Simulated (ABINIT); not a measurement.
# A GW chain in ABINIT: BeTe (F-43m)

How does a plane-wave GW calculation on BeTe (F-43m) run from the first input to the gap?

Calculated with ABINIT 10.8.3; PBE and many-body steps on it, plane waves.

**The experiments to reproduce.**

- Gap 2.8 eV: absolute (indirect, Gamma to X) gap, second literature value; film (quoted from earlier experiment) (quoted in “The band structure of BeTe - a combined experimental and theoretical study”, 1997, arxiv:cond-mat/9712266).

- Gap 2.7 eV: absolute (indirect, Gamma to X) gap; bulk crystal (quoted from earlier experiment) (quoted in “The band structure of BeTe - a combined experimental and theoretical study”, 1997, arxiv:cond-mat/9712266).

Report form: the programs' logs are mostly left out.

## (1) Starting point

It takes space group F-43m (No. 216, cubic). Conventional cell: a = 5.663 Å, b = 5.663 Å, c = 5.663 Å, α = 90.00°, β = 90.00°, γ = 90.00°. Nearest to Be lie 4 Te at 2.45 Å. Nearest to Te lie 4 Be at 2.45 Å. Farther neighbours and most contacts between anions are not listed.

The cell and positions are those that the Materials Project relaxed with its own functionals (PBE, PBE+U or r2SCAN), kept fixed. Spin-orbit coupling is left out unless a step names it.

## (2) Ground state

This step: ABINIT 10.8.3; DFT, PBE, plane waves, norm-conserving pseudopotentials.

The ground-state density comes first.

Contents of run.abi:

```
acell 3*1.0 Angstrom
rprim 
  -0.000000000000 2.831458787600 2.831458787600
  2.831458787600 0.000000000000 2.831458787600
  2.831458787600 2.831458787600 0.000000000000
ntypat 2
znucl 4 52
natom 2
typat 1 2
xred 
  0.000000000000 0.000000000000 0.000000000000
  0.750000000000 0.750000000000 0.750000000000
pp_dirpath "pseudos"
pseudos "Be.upf, Te.upf"
ecut 49
ngkpt 6 6 6
nshiftk 1
shiftk 0 0 0
kptopt 1
chksymbreak 0
nband 19
occopt 1
tolvrs 1e-10
nstep 60
prtwf 0
optforces 0
optstress 0
indata_prefix "in"
outdata_prefix "out"
tmpdata_prefix "tmp"
```

Started as:

```sh
OMP_NUM_THREADS=1 mpirun -n 8 abinit run.abi > log
```

It took 18 s on 8 MPI ranks of Arm Neoverse N1, shared host; peak memory 0.66 GiB.

This step gave:

```yaml
total_energy: -8018.1531 eV
gap: 2.027 eV
k_of_the_valence_top: 0, 0, 0
k_of_the_conduction_bottom: 0.5, 0.5, 0
least_direct_gap: 3.644 eV
```

The gap is indirect, with the least direct gap 1.62 eV higher.

## (3) Bands along the symmetry lines

Levels along a band path, at the cheap level, show where the edges lie and whether the meshes to come will hold them.

Contents of run.abi:

```
acell 3*1.0 Angstrom
rprim 
  -0.000000000000 2.831458787600 2.831458787600
  2.831458787600 0.000000000000 2.831458787600
  2.831458787600 2.831458787600 0.000000000000
ntypat 2
znucl 4 52
natom 2
typat 1 2
xred 
  0.000000000000 0.000000000000 0.000000000000
  0.750000000000 0.750000000000 0.750000000000
pp_dirpath "pseudos"
pseudos "Be.upf, Te.upf"
ecut 49
iscf -2
irdden 1
kptopt 0
nkpt 50
kpt 
  0.00000000 0.00000000 0.00000000
  -0.06250000 -0.06250000 0.00000000
  -0.12500000 -0.12500000 0.00000000
  -0.18750000 -0.18750000 0.00000000
  -0.25000000 -0.25000000 0.00000000
  -0.31250000 -0.31250000 0.00000000
  -0.37500000 -0.37500000 0.00000000
  -0.43750000 -0.43750000 0.00000000
  -0.50000000 -0.50000000 0.00000000
  -0.48437500 -0.48437500 0.03125000
  -0.46875000 -0.46875000 0.06250000
  -0.45312500 -0.45312500 0.09375000
  -0.43750000 -0.43750000 0.12500000
  -0.42187500 -0.42187500 0.15625000
  -0.40625000 -0.40625000 0.18750000
  -0.39062500 -0.39062500 0.21875000
  -0.37500000 -0.37500000 0.25000000
  -0.37500000 0.00000000 0.37500000
  -0.32812500 0.00000000 0.32812500
  -0.28125000 0.00000000 0.28125000
  -0.23437500 0.00000000 0.23437500
  -0.18750000 0.00000000 0.18750000
  -0.14062500 0.00000000 0.14062500
  -0.09375000 0.00000000 0.09375000
  -0.04687500 0.00000000 0.04687500
  0.00000000 0.00000000 0.00000000
  0.00000000 0.00000000 0.06250000
  0.00000000 0.00000000 0.12500000
  0.00000000 0.00000000 0.18750000
  0.00000000 0.00000000 0.25000000
  0.00000000 0.00000000 0.31250000
  0.00000000 0.00000000 0.37500000
  0.00000000 0.00000000 0.43750000
  -0.00000000 -0.00000000 0.50000000
  -0.06250000 -0.03125000 0.46875000
  -0.12500000 -0.06250000 0.43750000
  -0.18750000 -0.09375000 0.40625000
  -0.25000000 -0.12500000 0.37500000
  -0.31250000 -0.15625000 0.34375000
  -0.37500000 -0.18750000 0.31250000
  -0.43750000 -0.21875000 0.28125000
  -0.50000000 -0.25000000 0.25000000
  -0.50000000 -0.28125000 0.21875000
  -0.50000000 -0.31250000 0.18750000
  -0.50000000 -0.34375000 0.15625000
  -0.50000000 -0.37500000 0.12500000
  -0.50000000 -0.40625000 0.09375000
  -0.50000000 -0.43750000 0.06250000
  -0.50000000 -0.46875000 0.03125000
  -0.50000000 -0.50000000 0.00000000
istwfk *1
nband 21
nbdbuf 2
tolwfr 1e-08
nstep 40
prtwf 0
prtvol 0
indata_prefix "in"
outdata_prefix "out"
tmpdata_prefix "tmp"
```

The job ended after 24 s (8 MPI ranks; peak memory 0.59 GiB; 3 min of CPU time).

Numbers from this step:

```yaml
gap: 2.027 eV
k_of_the_valence_top: 0, 0, 0
k_of_the_conduction_bottom: -0.5, -0.5, 0
least_direct_gap: 3.644 eV
```

The gap is 2.027 eV, as in the run before at this level.

Electronic bands along the path, in eV, zero at the top of the highest filled band:

```tsv
point	band 11	band 12	band 13	band 14	band 15	band 16	band 17	band 18
Γ	-12.19	0.00	0.00	0.00	3.64	3.64	3.64	3.71
halfway	-11.47	-2.86	-1.63	-1.63	2.65	4.41	6.43	6.43
X	-10.42	-5.02	-2.58	-2.58	2.03	2.71	9.64	9.64
halfway	-10.41	-4.92	-3.06	-2.47	2.35	3.37	9.05	9.11
U	-10.44	-4.67	-3.78	-2.17	2.75	5.28	7.86	8.13
jump to K	-10.44	-4.67	-3.78	-2.17	2.75	5.28	7.86	8.13
halfway	-11.41	-3.47	-2.21	-0.65	4.05	4.68	5.21	6.25
Γ	-12.19	0.00	0.00	0.00	3.64	3.64	3.64	3.71
halfway	-11.65	-3.26	-0.65	-0.65	3.29	4.51	4.51	6.96
L	-10.89	-5.43	-1.10	-1.10	3.05	4.62	4.62	7.84
halfway	-10.66	-5.01	-2.83	-1.85	4.20	4.41	6.65	7.73
W	-10.39	-4.50	-3.60	-3.12	5.30	5.54	5.60	6.15
halfway	-10.40	-4.82	-3.05	-2.87	3.05	3.66	8.22	8.40
X	-10.42	-5.02	-2.58	-2.58	2.03	2.71	9.64	9.64
```

## (4) Empty states on the mesh, 4×4×4 mesh, 140 bands

The sums over transitions need many empty states on a uniform mesh; this step solves for them.

Contents of run.abi:

```
acell 3*1.0 Angstrom
rprim 
  -0.000000000000 2.831458787600 2.831458787600
  2.831458787600 0.000000000000 2.831458787600
  2.831458787600 2.831458787600 0.000000000000
ntypat 2
znucl 4 52
natom 2
typat 1 2
xred 
  0.000000000000 0.000000000000 0.000000000000
  0.750000000000 0.750000000000 0.750000000000
pp_dirpath "pseudos"
pseudos "Be.upf, Te.upf"
ecut 49
ngkpt 4 4 4
nshiftk 1
shiftk 0 0 0
kptopt 1
chksymbreak 0
irdden 1
istwfk *1
nband 140
prtvol 0
optdriver 6
gwr_task "HDIAGO"
paral_kgb 0
occopt 1
indata_prefix "in"
outdata_prefix "out"
tmpdata_prefix "tmp"
```

Run time: 3.7 min. Hardware: 8 MPI ranks; peak memory 11 GiB; 28 min of CPU time.

This step gave:

| Item | Value |
| --- | --- |
| gap | 2.027 eV |
| k of the valence top | 0, 0, 0 |
| k of the conduction bottom | 0.5, 0.5, 0 |
| least direct gap | 3.644 eV |
| k points computed | 8 |
| lowest point of the top converged band, above the valence top | 96.8185 eV |

On this mesh the gap is 2.027 eV.

## (5) Screening, 4×4×4 mesh, 132 bands, screening to 163.3 eV

The RPA dielectric matrix is built and inverted for each q.

This step: RPA screening on PBE, plane waves, norm-conserving pseudopotentials.

run.abi: that of step 4 with these lines changed.

```diff
@@ -20,10 +20,11 @@
 chksymbreak 0
-irdden 1
 istwfk *1
-nband 140
-prtvol 0
-optdriver 6
-gwr_task "HDIAGO"
-paral_kgb 0
 occopt 1
+irdwfk 1
+optdriver 3
+nband 132
+ecuteps 6
+inclvkb 2
+awtr 1
+symchi 1
 indata_prefix "in"
```

Elapsed: 83 s, on 8 MPI ranks; peak memory 1.9 GiB.

This step gave:

```
ε∞ with local fields, on this mesh, along the program's q direction : 8.995
the same without local fields                                       : 10.32
plasma frequency                                                    : 29.16 eV
plane waves in the screening matrix                                 : 181
```

Local fields lower ε∞ by 13 %. On a Γ-centred mesh this coarse the value itself is usually too large, while a short band sum pulls it down.

## (6) Self-energy, 4×4×4 mesh, 132 bands, screening to 163.3 eV

The self-energy is evaluated for the states that the input lists, and the levels follow from it, in one-shot runs by the linearised quasiparticle equation.

This step: G0W0 on PBE, plane waves, norm-conserving pseudopotentials.

run.abi: that of step 5 with these lines changed.

```diff
@@ -23,8 +23,17 @@
 irdwfk 1
-optdriver 3
+optdriver 4
 nband 132
+gwcalctyp 0
+ecutsigx 49
+symsigma 1
+nkptgw 2
+kptgw 
+  0.0000000000 0.0000000000 0.0000000000
+  0.5000000000 0.5000000000 0.0000000000
+bdgw 
+  12 17
+  13 16
 ecuteps 6
-inclvkb 2
-awtr 1
-symchi 1
+irdscr 1
+ppmodel 1
 indata_prefix "in"
```

The job ended after 12 s (8 MPI ranks; peak memory 1.5 GiB).

This step gave:

```yaml
g0w0_gap_on_the_points_computed: 2.806 eV
starting_gap_on_the_mesh: 2.027 eV
k_of_the_valence_top: 0, 0, 0
k_of_the_conduction_bottom: 0.5, 0.5, 0
z_at_the_valence_top: 0.804
z_at_the_conduction_bottom: 0.817
least_direct_g0w0_gap_on_the_computed_points: 4.677 eV
```

The gap on the mesh goes from 2.03 eV to 2.81 eV, a correction of +0.78 eV.

Limits: finite bands, cutoff and mesh; no spin-orbit coupling; coarse k mesh. v1 is the top filled band, c1 the lowest empty one. Levels before and after the correction, in eV, zero at the valence-band top of each column:

```tsv
	conduction bottom	valence top
Kohn-Sham	2.03	0.00
G0W0	2.81	0.00
```

```tsv
	level	energy (eV)
Kohn-Sham	Γ v3-v1	0.000
Kohn-Sham	Γ c1-c3	3.644
Kohn-Sham	(0.5 0.5 0) v2-v1	-2.578
Kohn-Sham	(0.5 0.5 0) c1	2.027
Kohn-Sham	(0.5 0.5 0) c2	2.710
G0W0	Γ v3-v1	0.000
G0W0	Γ c1-c3	4.677
G0W0	(0.5 0.5 0) v2-v1	-2.758
G0W0	(0.5 0.5 0) c1	2.806
G0W0	(0.5 0.5 0) c2	3.566
```

## (7) Where the time went

Times are wall times on 8 MPI ranks of Arm Neoverse N1, shared host. The host was busy with other work, so they are no guide to cost.

```tsv
step	time	share	memory (GiB)
ground state	18 s	5 %	0.66
bands along the symmetry lines	24 s	7 %	0.59
empty states on the mesh	3.7 min	62 %	11
screening	83 s	23 %	1.9
self-energy	12 s	3 %	1.5
```

## (8) Summary of results

```json
{"PBE gap": "2.03 eV, indirect", "G0W0 gap on the mesh": "2.81 eV", "GW settings": "4×4×4 mesh, 132 bands, screening to 163.3 eV, Godby-Needs plasmon pole", "known limits": "not at the basis limit; no spin-orbit coupling; coarse k mesh"}
```

What this shows: G0W0 moves the gap on the mesh from 2.03 eV to 2.81 eV (+0.78 eV), with Z of 0.80 and 0.82 at the edges. Local fields lower the RPA ε∞ on this mesh from 10.32 to 8.99; a Γ-centred mesh this coarse tends to raise both, most where the direct gap is narrow, while a short band sum lowers them. Only 2 of the mesh's irreducible points were corrected, so a valley elsewhere could overtake. The dearest step here is «empty states on the mesh». Against experiment, by G0W0@PBE: the gap of 2.81 eV lies +0.01 eV from the measured 2.8 eV (indirect, quoted 1997); the gap of 2.81 eV lies +0.11 eV from the measured 2.7 eV (indirect, quoted 1997). The calculation has static nuclei and no excitons; a measured gap holds zero-point and thermal motion, which mostly lowers it. With atoms this heavy the missing spin-orbit coupling can matter too. Bands and cutoff are finite, so the gap is not at the basis limit. The miss can reach some tenths of an eV and take either sign; the mesh is an error of its own. In the G0W0 run levels were corrected at 2 k points alone, so a gap called «on the mesh» is the least over those, and an edge elsewhere would be missed. The 4×4×4 mesh is coarse for this cell, which bears on the long-range parts of exchange and screening.

[Paths, hosts, dates, memory and timing lines, banners, echoed tables and standing remarks are left out of the program output.]

[Logs are printed without paths, hosts, clocks, repeated set-up lines and the standing remarks that a program may print on its own settings, such as how far it seeks lower states.]

[Runs of the session that timed out or met a known fault of the program may be left out.]

[Hosts, paths, dates, database ids (printed as entryN), source tags and the programs' standing remarks are cut or masked in the printed files.]

[G0W0 gaps are taken among the corrected bands and points alone; a level outside them can change the order at an edge.]

[Where Ansatz stands beside ABINIT at settings called matched, ABINIT's density can come from a denser mesh and the files from another edition; pairs whose starting gaps differed by over 0.03 eV were left out, so agreement reads better than it is.]
